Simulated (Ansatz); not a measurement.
**SiO2: how the free axis answers a strain**

SiO2, I-42d, a = 4.949 Å, c = 7.318 Å. This isn't the usual stable structure of the compound. Ansatz: r2SCAN, PAW, 500 eV, Γ-centred 6×6×4 mesh on 12 atoms, Gaussian smearing 0.02 eV; no spin polarisation. Series: uniaxial strain along c, with a, b and atoms relaxed; x is the strain in per cent. y is the change of a in per cent of 4.949 Å.

```tsv
x (%)	y (%)
-3.0	0.92
-1.5	?
0.0	0.00
1.5	-0.63
3.0	-1.29
```

Problem. Fit y = c1 x + c2 x² to the other rows, say what c1 measures, and predict the missing y.

Solution. Least squares on the rows shown. y = −0.3706 x − 0.02093 x². So −c1 = 0.371 is Poisson's ratio for this pair of axes. At x = -1.5 the fit asked for gives 0.51 %. The run gave 0.63 %, so the fit is 0.12 % too low, 5.4 % of the span of the series, against an rms of 0.02 % on the fitted rows. With a term in x³ added, a fit to the same known rows (none to spare) predicts 0.54 %, which recovers part of the miss; the known rows don't hold the rest.